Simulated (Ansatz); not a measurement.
Runs of Ansatz 0.2.0 on Ca. It takes space group Fm-3m (No. 225, cubic). Conventional cell: a = 5.588 Å, b = 5.588 Å, c = 5.588 Å, α = 90.00°, β = 90.00°, γ = 90.00°. Ca (site symmetry m-3m) has 12 Ca at 3.95 Å as nearest neighbours. 

```csv
task,level,cutoff (eV),atoms under strain,q mesh,points for each segment of the path,gap on the mesh (eV),V0 of scaled cells (Å³/atom),B0 (GPa)
elastic constants,PBEsol,420,clamped,-,-,none,-,-
equation of state,PBE,420,-,-,-,-,42.16,17
equation of state,r2SCAN,500,-,-,-,-,43.19,(a)
phonons,PBEsol,420,-,4 × 4 × 4,8,none,-,-
```

Alike in all rows: potentials or basis Ansatz PAW; no spin polarisation; cell as given; k mesh 8 × 8 × 8; smearing fermi-dirac 0.05 eV.

Q: Estimate the missing entries.

A: (a) 18.

Caveats: the PAW data sets come from PBE, with cores solved anew for the run's functional, which leaves a small shift of forces and pressure (some runs); elastic constants of metals need much finer meshes, so these are rough (some runs); the PAW data sets were made with another functional, which shifts forces and pressure a little (some runs); some levels weren't fully converged (some runs).

A gap of «none» marks a metal or a gap under the smearing width.
